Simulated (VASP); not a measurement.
# NiO (Fm-3m) in VASP: a series of runs

Runs on NiO. Level: PBE+U. Tasks: single point, relaxation of cell and atoms, phonons.

All numbers are computed with VASP 6.6.1; they aren't measurements. Logs are shortened: lines on timing, memory, paths and dates and some standing lists are left out, and cuts for length are marked.

## (1) The structure

The structure is cubic, space group Fm-3m (No. 225). Conventional cell: a = 4.172 Å, b = 4.172 Å, c = 4.172 Å, α = 90.00°, β = 90.00°, γ = 90.00°. Ni (site symmetry m-3m) has 6 O at 2.09 Å as nearest neighbours. Around O (site symmetry m-3m) lie 6 Ni at 2.09 Å.

## (2) Single point, PBE+U, collinear spin, ferromagnetic start

INCAR

```
PREC = Accurate
ENCUT = 600
EDIFF = 1E-7
ISMEAR = 0
SIGMA = 0.03
LREAL = F
LASPH = T
NELM = 150
ALGO = Normal
ISIF = 2
LWAVE = F
LCHARG = F
ISPIN = 2
MAGMOM = 2 0
LORBIT = 11
LMAXMIX = 4
LDAU = T
LDAUTYPE = 2
LDAUL = 2 -1
LDAUU = 6.2 0
LDAUJ = 0 0
LDAUPRINT = 1
GGA = PE
AMIX = 0.2
BMIX = 1E-4
AMIX_MAG = 0.8
BMIX_MAG = 1E-4
```

KPOINTS

```
regular mesh
0
Gamma
  12 12 12
```

POSCAR

```
NiO
1.0
    0.0000000000      2.0859016400      2.0859016400
    2.0859016400      0.0000000000      2.0859016400
    2.0859016400      2.0859016400      0.0000000000
Ni O
1 1
Direct
    0.0000000000      0.0000000000      0.0000000000
    0.5000000000      0.5000000000      0.5000000000
```

Potentials or basis: VASP PAW PBE potentials, release 64 (Ni, O).

Command:

```bash
$ cat potpaw_PBE.64/Ni/POTCAR potpaw_PBE.64/O/POTCAR > POTCAR
$ mpirun -np 1 vasp_std > vasp.out
```

OUTCAR:

```text
PREC = Accurate
   ENCUT = 600
   EDIFF = 1E-7
   ISMEAR = 0
   LREAL = F
   LASPH = T
   NELM = 150
   ISIF = 2
   ISPIN = 2
   LORBIT = 11
   GGA = PE
   AMIX = 0.2
   AMIX_MAG = 0.8

 ion  position               nearest neighbor table
   1  0.000  0.000  0.000-   2 2.09   2 2.09   2 2.09   2 2.09   2 2.09   2 2.09
   2  0.500  0.500  0.500-   1 2.09   1 2.09   1 2.09   1 2.09   1 2.09   1 2.09

  LATTYP: Found a face centered cubic cell.
 ALAT       =     4.1718032800

  Lattice vectors:

 A1 = (   0.0000000000,   2.0859016400,   2.0859016400)
 A2 = (   2.0859016400,   0.0000000000,   2.0859016400)
 A3 = (   2.0859016400,   2.0859016400,   0.0000000000)

Analysis of symmetry for initial positions (statically):
=====================================================================
 Subroutine PRICEL returns:
 Original cell was already a primitive cell.

 Routine SETGRP: Setting up the symmetry group for a
 face centered cubic supercell.

 Subroutine GETGRP returns: Found 48 space group operations
 (whereof 48 operations were pure point group operations)
 out of a pool of 48 trial point group operations.

The static configuration has the point symmetry O_h .

Analysis of symmetry for dynamics (positions and initial velocities):
=====================================================================
 Subroutine PRICEL returns:
 Original cell was already a primitive cell.

 Routine SETGRP: Setting up the symmetry group for a
 face centered cubic supercell.

 Subroutine GETGRP returns: Found 48 space group operations
 (whereof 48 operations were pure point group operations)
 out of a pool of 48 trial point group operations.

The dynamic configuration has the point symmetry O_h .

Analysis of structural, dynamic, and magnetic symmetry:
=====================================================================
 Subroutine PRICEL returns:
 Original cell was already a primitive cell.

 Routine SETGRP: Setting up the symmetry group for a
 face centered cubic supercell.

[... 171 lines left out ...]
  o =  0.9825  v =  0.0000  0.0000  0.0000  0.0000  0.0000  0.0000  0.2278 -0.0000  0.9737 -0.0000      0.0000  0.0000  0.0000  0.0000  0.0000  0.0000  0.0000  0.0000  0.0000  0.0000
  o =  0.9825  v =  0.0000  0.0000  0.0000  0.0000  0.0000  0.0000  0.9737  0.0000 -0.2278 -0.0000      0.0000  0.0000  0.0000  0.0000  0.0000  0.0000  0.0000  0.0000  0.0000  0.0000
  o =  0.9839  v =  0.0000 -0.6965 -0.0000  0.7176  0.0000  0.0000  0.0000  0.0000  0.0000  0.0000      0.0000  0.0000  0.0000  0.0000  0.0000  0.0000  0.0000  0.0000  0.0000  0.0000
  o =  0.9839  v =  1.0000  0.0000  0.0000  0.0000  0.0000  0.0000  0.0000  0.0000  0.0000  0.0000      0.0000  0.0000  0.0000  0.0000  0.0000  0.0000  0.0000  0.0000  0.0000  0.0000
  o =  0.9839  v =  0.0000 -0.7176  0.0000 -0.6965  0.0000  0.0000  0.0000  0.0000  0.0000  0.0000      0.0000  0.0000  0.0000  0.0000  0.0000  0.0000  0.0000  0.0000  0.0000  0.0000
  o =  1.0387  v =  0.0000 -0.0000 -0.0504  0.0000 -0.9987  0.0000  0.0000  0.0000  0.0000  0.0000      0.0000  0.0000  0.0000  0.0000  0.0000  0.0000  0.0000  0.0000  0.0000  0.0000
  o =  1.0387  v =  0.0000 -0.0000 -0.9987 -0.0000  0.0504  0.0000  0.0000  0.0000  0.0000  0.0000      0.0000  0.0000  0.0000  0.0000  0.0000  0.0000  0.0000  0.0000  0.0000  0.0000

 number of electron      16.0000001 magnetization       2.0000000

 Free energy of the ion-electron system (eV)
  ---------------------------------------------------
  ext. energy  EPLUGINS =         0.00000000
  ---------------------------------------------------
  free energy    TOTEN  =       -10.16409408 eV

  energy without entropy =      -10.16409408  energy(sigma->0) =      -10.16409408

 E-fermi :   6.9845     XC(G=0): -12.6656

 val. band max:        6.8574442067   @ k =   0.5000   0.0000   0.0000
 cond. band min:       9.3738944889   @ k =   0.0000   0.0000   0.0000
 fundamental gap:      2.5164502822
 Fermi energy:         6.9844671400

 spin component 1

 k-point     1 :       0.0000    0.0000    0.0000
  band No.  band energies     occupation
      1     -12.0495      1.00000
      2       0.7208      1.00000
      3       0.7209      1.00000
      4       1.8378      1.00000
      5       1.8379      1.00000
      6       1.8379      1.00000
      7       5.4229      1.00000
      8       5.4229      1.00000
      9       5.4229      1.00000
     10       9.6234      0.00000
     11      24.7808      0.00000
     12      24.7809      0.00000
[... 745 lines left out ...]
      2       0.0654      1.00000
      3       2.3404      1.00000
      4       3.0492      1.00000
      5       4.4836      1.00000
      6       4.5630      1.00000
      7       4.8330      1.00000
      8      10.8397      0.00000
      9      11.5884      0.00000
     10      15.3430      0.00000
     11      18.1681      0.00000
     12      20.2523      0.00000
     13      22.9744      0.00000

 [... further k-points ...]
[... 5 lines left out ...]
  --------------------------------------------------------------------------------------
  -------------------------------------------------------------------------------------
  Total        0.3644036      0.3644036      0.3644036     -0.0000000      0.0000000      0.0000000
  in kB       32.1648660     32.1648660     32.1648660     -0.0000000      0.0000000      0.0000000
  external PRESSURE =      32.1648660 kB  Pullay stress =       0.0000000 kB

 VOLUME and BASIS-vectors are now :
 -----------------------------------------------------------------------------
  energy-cutoff  :      600.00
  volume of cell :       18.15
      direct lattice vectors                 reciprocal lattice vectors
     0.000000000  2.085901640  2.085901640    -0.239704495  0.239704495  0.239704495
     2.085901640  0.000000000  2.085901640     0.239704495 -0.239704495  0.239704495
     2.085901640  2.085901640  0.000000000     0.239704495  0.239704495 -0.239704495

 POSITION                                       TOTAL-FORCE (eV/Angst)
 -----------------------------------------------------------------------------------
      0.00000      0.00000      0.00000        -0.000000     -0.000000     -0.000000
      2.08590      2.08590      2.08590         0.000000      0.000000      0.000000
 -----------------------------------------------------------------------------------
    total drift:                                0.000000     -0.000000     -0.000000

  FREE ENERGIE OF THE ION-ELECTRON SYSTEM (eV)
  ---------------------------------------------------
  free  energy   TOTEN  =       -10.1640940760 eV

  energy  without entropy=      -10.1640940760  energy(sigma->0) =      -10.16409408

 total charge

# of ion       s       p       d       tot
------------------------------------------
    1        0.345   0.429   8.228   9.002
    2        1.544   3.488   0.000   5.032
--------------------------------------------------
tot          1.889   3.917   8.228  14.035

 magnetization (x)

# of ion       s       p       d       tot
------------------------------------------
    1        0.012   0.013   1.799   1.824
    2        0.018   0.154   0.000   0.172
--------------------------------------------------
tot          0.029   0.167   1.799   1.995
```

OSZICAR:

```text
N       E                     dE             d eps       ncg     rms          rms(c)
DAV:   1     0.973883089507E+02    0.97388E+02   -0.91272E+03  3853   0.180E+03
DAV:   2    -0.310936090254E+01   -0.10050E+03   -0.88886E+02  4089   0.304E+02
DAV:   3    -0.962477982078E+01   -0.65154E+01   -0.63972E+01  4129   0.887E+01
DAV:   4    -0.969081682483E+01   -0.66037E-01   -0.66008E-01  4162   0.889E+00
DAV:   5    -0.969191647458E+01   -0.10996E-02   -0.10996E-02  4064   0.116E+00    0.160E+01
DAV:   6    -0.909707027496E+01    0.59485E+00   -0.59445E+00  4532   0.547E+01    0.150E+01
DAV:   7    -0.973885925058E+01   -0.64179E+00   -0.10769E+00  5056   0.280E+01    0.126E+01
DAV:   8    -0.100238459818E+02   -0.28499E+00   -0.23777E-01  4602   0.964E+00    0.670E+00
DAV:   9    -0.101295951423E+02   -0.10575E+00   -0.71591E-02  4589   0.548E+00    0.209E+00
DAV:  10    -0.101597659954E+02   -0.30171E-01   -0.16685E-02  4562   0.391E+00    0.362E-01
DAV:  11    -0.101634212940E+02   -0.36553E-02   -0.66588E-03  5068   0.234E+00    0.291E-01
DAV:  12    -0.101639722931E+02   -0.55100E-03   -0.17504E-03  4393   0.992E-01    0.140E-01
DAV:  13    -0.101640834019E+02   -0.11111E-03   -0.16779E-04  4409   0.246E-01    0.596E-02
DAV:  14    -0.101640939319E+02   -0.10530E-04   -0.50603E-05  4772   0.111E-01    0.362E-02
DAV:  15    -0.101640940658E+02   -0.13396E-06   -0.47791E-06  4973   0.762E-02    0.796E-03
DAV:  16    -0.101640942574E+02   -0.19159E-06   -0.90620E-07  3879   0.130E-02    0.439E-03
DAV:  17    -0.101640941114E+02    0.14604E-06   -0.35301E-07  4009   0.115E-02    0.754E-04
DAV:  18    -0.101640940760E+02    0.35396E-07   -0.52490E-08  1930   0.420E-03
   1 F= -.10164094E+02 E0= -.10164094E+02  d E =-.637195E-12  mag=     2.0000
```

It took 16 s on 1 thread of Intel Xeon 6975P-C (Granite Rapids), shared host; peak memory 0.17 GiB.

What came out:

```
Free energy                                           : -10.1641 eV
Pressure                                              : 3.2 GPa
Band gap on the k mesh                                : 2.52 eV, indirect (least direct gap 3.20 eV)
Net moment                                            : 2.00 μB per cell
Site moments                                          : Ni +1.82; O +0.17 μB
Valence electrons inside the program's atomic spheres : Ni 9.00; O 5.03
```

Eigenvalues of the final occupation matrices:
```tsv
site	spin	trace	eigenvalues
site 1 d	1	5.03	0.98 0.98 0.98 1.04 1.04
site 1 d	2	3.23	0.14 0.14 0.98 0.98 0.98
```

Caveat: a cell with one magnetic atom can't hold antiferromagnetic order, which such compounds often take. The state reached can hang on the start; a lower one may exist.

## (3) Relaxation of cell and atoms, PBE+U, collinear spin, ferromagnetic start

INCAR

```
SYSTEM = NiO
PREC     = Accurate       ! precision mode
ENCUT    = 600            ! plane-wave cutoff, eV
EDIFF    = 1E-6           ! SCF threshold, eV
ISMEAR   = 0              ! smearing method
SIGMA    = 0.03           ! smearing width, eV
LREAL    = .False.        ! projectors in reciprocal space
LASPH    = .True.         ! aspherical terms in the spheres
NELM     = 150            ! most SCF steps
ALGO     = Normal         ! electronic algorithm
ISIF     = 3              ! what is computed and relaxed
LWAVE    = .False.        ! write WAVECAR
LCHARG   = .False.        ! write CHGCAR
ISPIN    = 2              ! spin polarisation
MAGMOM   = 2 0            ! initial moments
LORBIT   = 11             ! projections on sites
LMAXMIX  = 4              ! l up to which the mixer works
LDAU     = .True.         ! DFT+U
LDAUTYPE = 2            
LDAUL    = 2 -1           ! shell
LDAUU    = 6.2 0          ! U, eV
LDAUJ    = 0 0          
LDAUPRINT= 1            
GGA      = PE             ! functional
IBRION   = 2              ! ionic algorithm
NSW      = 90             ! ionic steps
EDIFFG   = -0.01          ! ionic threshold
AMIX     = 0.2          
BMIX     = 1E-4         
AMIX_MAG = 0.8          
BMIX_MAG = 1E-4
```

KPOINTS

```
regular mesh
0
Gamma
  12 12 12
  0 0 0
```

POSCAR is that of step 2.

Potentials or basis: VASP PAW PBE potentials, release 64 (Ni, O).

Command:

```bash
$ cat potpaw_PBE.64/Ni/POTCAR potpaw_PBE.64/O/POTCAR > POTCAR
$ mpirun -np 1 vasp_std > vasp.out
```

Run time: 28 s. Hardware: 1 thread of Intel Xeon 6975P-C (Granite Rapids), shared host; peak memory 0.17 GiB.

The run converged. Its results:

```yaml
Free_energy: -10.1672 eV
Relaxed_volume: 9.23 Å³/atom
Relaxed_cell: a = 2.967 Å, b = 2.967 Å, c = 2.967 Å, α = 60.00°, β = 60.00°, γ = 60.00°
Space_group_after_relaxing_to_0.05_Å: Fm-3m (No. 225)
Energy_gained_by_relaxing: 1.5 meV/atom
Ionic_steps: 3
Pressure_after_relaxing: 0.0 GPa
Band_gap_on_the_k_mesh: 2.55 eV, indirect (least direct gap 3.19 eV)
Net_moment: 2.00 μB per cell
Site_moments: Ni +1.82; O +0.17 μB
Valence_electrons_inside_the_program's_atomic_spheres: Ni 8.97; O 5.02
```

Step by step:
| step | energy change (eV) | largest force (eV/Å) | pressure (GPa) | volume (Å³) |
| --- | --- | --- | --- | --- |
| 1 | 0.0000 | 0.0000 | 3.18 | 18.15 |
| 2 | -0.0022 | 0.0000 | -1.53 | 18.63 |
| 3 | -0.0031 | 0.0000 | 0.05 | 18.46 |

Final structure:
```
Ni O
1.0
     0.00000    2.09781    2.09781
     2.09781    0.00000    2.09781
     2.09781    2.09781    0.00000
Ni O
1 1
Cartesian
  0.0000 0.0000 0.0000
  2.0978 2.0978 2.0978
```

Levels at points of the mesh, in eV from the valence-band top:
Spin up:
```csv
k point,band 7,band 8,band 9,band 10,band 11,band 12
"(0.00, 0.00, 0.00)",-1.37,-1.37,-1.37,2.66,17.84,17.84
"(0.50, 0.00, 0.00)",-3.11,0.00,0.00,6.72,11.03,14.92
"(0.50, 0.50, 0.00)",-4.19,-2.72,-2.72,6.98,11.48,11.86
```
Spin down:
```tsv
k point	band 5	band 6	band 7	band 8	band 9	band 10
(0.00, 0.00, 0.00)	-1.03	-1.03	-1.03	2.55	2.55	3.01
(0.50, 0.00, 0.00)	-2.21	-1.95	-1.95	4.85	4.85	6.90
(0.50, 0.50, 0.00)	-3.11	-2.40	-2.40	2.99	3.42	7.62
```

Eigenvalues of the final occupation matrices:
```
    site  spin  trace               eigenvalues
site 1 d     1   5.02  0.98 0.98 0.98 1.04 1.04
site 1 d     2   3.22  0.14 0.14 0.98 0.98 0.98
```

Caveat: a cell with one magnetic atom can't hold antiferromagnetic order, which such compounds often take. A k mesh can miss the band edges.

(Continued in part 2 of 2.)
